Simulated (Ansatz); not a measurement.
The system is HfO2.

```
Hf O
1.0
     0.00000    2.55750    2.55750
     2.55750    0.00000    2.55750
     2.55750    2.55750    0.00000
Hf O
1 2
Direct
  0.00000 0.00000 0.00000
  0.75000 0.75000 0.75000
  0.25000 0.25000 0.25000
```

Measurements of this composition are mostly on another form, of space group No. 14.

Program: Ansatz 0.2.0. Alike in all runs: potentials or basis all-electron LAPW, scalar-relativistic; no spin polarisation; cell as given.

Question: Order these runs on this cell by their band gap on the k mesh, lowest first.
A. level LDA; k mesh 9 × 9 × 9; cutoff (eV) 343; smearing fermi-dirac 0.05 eV; basis error allowed 0.002 eV/atom; mesh quality not flagged
B. level PBE; k mesh 9 × 9 × 9; cutoff (eV) 371; smearing fermi-dirac 0.05 eV; basis error allowed 0.001 eV/atom; mesh quality not flagged
C. level PBE; k mesh 5 × 5 × 5; cutoff (eV) 327; smearing fermi-dirac 0.03 eV; basis error allowed 0.003 eV/atom; mesh quality coarse

Answer: A (3.61 eV), B (3.82 eV), C (4.01 eV).

Caveats: some runs use coarse meshes; spin-orbit coupling is left out, which moves the levels of the heavy elements; an odd mesh through Γ misses points on the zone boundary, where band edges often lie (some runs); the mesh misses the band edges, which the band path finds closer together (some runs).

Not every run made on this cell is shown here.
